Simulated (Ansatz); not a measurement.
The geometry is COD entry 1537865, unchecked; take it as a test cell. It is an old determination, and later ones may differ.

An input for TiS₂: DFT, LDA, all-electron PAW with datasets made for the crystal, scalar-relativistic (Ansatz 0.2.0).

Command: `ansatz run input.yaml --threads 1 --pin off --max-ram 4096MiB --backend cpu --events-out ev --progress --plain --runs-dir out` The run took 43 s on 1 thread of Arm Neoverse V1 (shared host), peak memory 0.72 GiB.

```yaml
crystal:
  lattice:
    - [3.4120005726, 0.0, 0.0]
    - [-1.7060002863, 2.9548791736, 0.0]
    - [0.0, 0.0, 5.695]
  atoms:
    - { symbol: Ti, position: [0.0, 0.0, 0.0] }
    - { symbol: S, position: [0.3333333333, 0.6666666667, 0.25] }
    - { symbol: S, position: [0.6666666667, 0.3333333333, 0.75] }
kpoints:
  mp_grid: { grid: [12, 12, 7] }
  band_path:
    path:
      - [0.0, 0.0, 0.0]
      - [0.5, 0.0, 0.0]
      - [0.3333333333, 0.3333333333, 0.0]
      - [0.0, 0.0, 0.0]
      - [0.0, 0.0, 0.5]
      - [0.5, 0.0, 0.5]
      - [0.3333333333, 0.3333333333, 0.5]
      - [0.0, 0.0, 0.5]
      - [0.5, 0.0, 0.5]
    npoints: 8
scf:
  occupations: { method: fermi_dirac, width: 0.05 }
hamiltonian:
  xc: lda
  pseudopotentials: { kind: all_electron, datasets: crystal }
output:
  forces: true
  stress: true
  eigenvalues: true
  efg: { contact_densities: true }
```

Set-up and iterations as logged by Ansatz (the results part is left out, to be predicted):

```
hamiltonian.pseudopotentials.datasets: crystal makes datasets for this crystal and solves the spheres of its atoms anew in each pass: cutoff 300.0 eV, the density's 1200.0 eV; for an error of 0.50 meV an atom under PBE, 1.5 meV for the cell; an energy difference from a run of another recipe may be off by several times the error for the cell, under r2SCAN by more, where some 0.1 meV an atom stays at smaller errors; S in spheres of 1.143 Å, 6 of its electrons in bands; Ti in spheres of 1.281 Å, 4 of its electrons in bands, 8 on its site; only band paths and densities of states list, in semicore columns, the levels of the semicore shells that are solved separately: 3s of Ti, 3p of Ti
Engine: ansatz 0.2.0
Pseudopotentials: kind: all_electron
Pseudopotential: Ti, paw, valence charge 12, recommended cutoff 300 eV (normal), Koelling and Harmon's equation, gaussian nucleus
Pseudopotential: S, paw, valence charge 6, recommended cutoff 300 eV (normal), Koelling and Harmon's equation, gaussian nucleus
Functional definition: SPW92
  exchange = slater_x
  correlation = pw_c
Crystal: 3 atoms, lattice volume = 57.417 Å³
Basis set: ecut = 300 eV, 701 PW (Γ)
Bands: 12, of which v1, the nominal top of the filled ones, is band 8 counted from 1 (7 counted from 0)
Symmetry: 12 space group operations
Space group: P-3m1 (ITA 164), of the structure as read, at distance tolerance 3.9e-5 Å
k-points: 112 of 1008
Non-local potential: Ti, projectors of the file, l = 0: 1, l = 1: 1, l = 2: 2
Non-local potential: S, projectors of the file, l = 0: 1, l = 1: 1, l = 2: 2
PAW form: soft (Blöchl's): semilocal exchange-correlation on the pseudo side does not see the compensation charge
PAW one-centre angular grid: Ti, 590 points (default); XC on its mesh's 1927 points in the sphere
PAW one-centre angular grid: S, 110 points (default); XC on its mesh's 1927 points in the sphere
Initial density: superposition of atomic densities (neutral atoms: chi_scale 0, normalization atom)
Initial wavefunctions: pseudopotential atomic-orbital guess
Functional: x = slater, c = lda
iter 1 solved again at ethr=2.10e-2 eV; its pass at ethr=1.00e-1 eV (dr2=3.36e0 eV) is discarded
SCF iter   1: F=—  HF=-44849.463660 eV  |F-HF|=—  |Δ(HF+E_count)|=         —  Δρ=7.24e-2  dr2=3.69e0  ethr=2.10e-2  ⟨swp⟩=2.0  Hψ=7573  notcnv=0
SCF iter   2: F=—  HF=-44850.112049 eV  |F-HF|=—  |Δ(HF+E_count)|=   6.48e-1  Δρ=1.32e-1  dr2=1.91e1  ethr=2.10e-2  ⟨swp⟩=4.0  Hψ=4567  notcnv=0  defer=1  recentre
SCF iter   3: F=—  HF=-44849.005276 eV  |F-HF|=—  |Δ(HF+E_count)|=    1.11e0  Δρ=5.65e-2  dr2=2.64e0  ethr=2.10e-2  ⟨swp⟩=4.0  Hψ=4031  notcnv=0  defer=2
SCF iter   4: F=—  HF=-44848.572151 eV  |F-HF|=—  |Δ(HF+E_count)|=   4.33e-1  Δρ=2.00e-2  dr2=3.75e-1  ethr=1.65e-2  ⟨swp⟩=2.0  Hψ=2689  notcnv=0
SCF iter   5: F=—  HF=-44848.620147 eV  |F-HF|=—  |Δ(HF+E_count)|=   4.80e-2  Δρ=2.28e-2  dr2=5.25e-1  ethr=2.34e-3  ⟨swp⟩=3.5  Hψ=4409  notcnv=0
SCF iter   6: F=—  HF=-44848.573386 eV  |F-HF|=—  |Δ(HF+E_count)|=   4.68e-2  Δρ=1.25e-2  dr2=1.53e-1  ethr=2.34e-3  ⟨swp⟩=2.0  Hψ=2688  notcnv=0
iter 7 solved again at ethr=5.82e-5 eV; its pass at ethr=9.59e-4 eV (dr2=9.32e-3 eV) is discarded
SCF iter   7: F=—  HF=-44848.560378 eV  |F-HF|=—  |Δ(HF+E_count)|=   1.30e-2  Δρ=3.22e-3  dr2=9.44e-3  ethr=5.82e-5  ⟨swp⟩=2.4  Hψ=5475  notcnv=0
SCF iter   8: F=—  HF=-44848.559408 eV  |F-HF|=—  |Δ(HF+E_count)|=   9.70e-4  Δρ=1.21e-3  dr2=1.46e-3  ethr=5.82e-5  ⟨swp⟩=2.2  Hψ=2681  notcnv=0  defer=3
SCF iter   9: F=—  HF=-44848.559357 eV  |F-HF|=—  |Δ(HF+E_count)|=   5.06e-5  Δρ=1.70e-4  dr2=1.69e-5  ethr=9.13e-6  ⟨swp⟩=3.3  Hψ=3344  notcnv=0  defer=1
SCF iter  10: F=—  HF=-44848.559361 eV  |F-HF|=—  |Δ(HF+E_count)|=   3.25e-6  Δρ=6.69e-5  dr2=5.17e-6  ethr=1.06e-7  ⟨swp⟩=4.1  Hψ=3273  notcnv=0  defer=1
SCF iter  11: F=—  HF=-44848.559360 eV  |F-HF|=—  |Δ(HF+E_count)|=   4.87e-7  Δρ=4.34e-5  dr2=1.98e-6  ethr=3.23e-8  ⟨swp⟩=2.0  Hψ=2294  notcnv=0  defer=2
SCF iter  12: F=—  HF=-44848.559360 eV  |F-HF|=—  |Δ(HF+E_count)|=   1.99e-7  Δρ=1.05e-5  dr2=1.24e-7  ethr=1.23e-8  ⟨swp⟩=2.4  Hψ=2329  notcnv=0  defer=2
SCF iter  13: F=-44848.559360 eV  HF=-44848.559360 eV  |F-HF|=7.05e-9  |Δ(HF+E_count)|=   1.12e-8  Δρ=3.24e-6  dr2=8.76e-9  ethr=7.73e-10  ⟨swp⟩=3.9  Hψ=2966  notcnv=0  defer=2
```

Task: What pressure will this run report?

Result: -6.26 GPa (positive in compression).

Task: How large will the largest force be?

Result: 0.437 eV/Å.

Task: Is there a band gap?

Result: None at this level of theory (metallic, semimetallic, or a small gap that the functional closes).
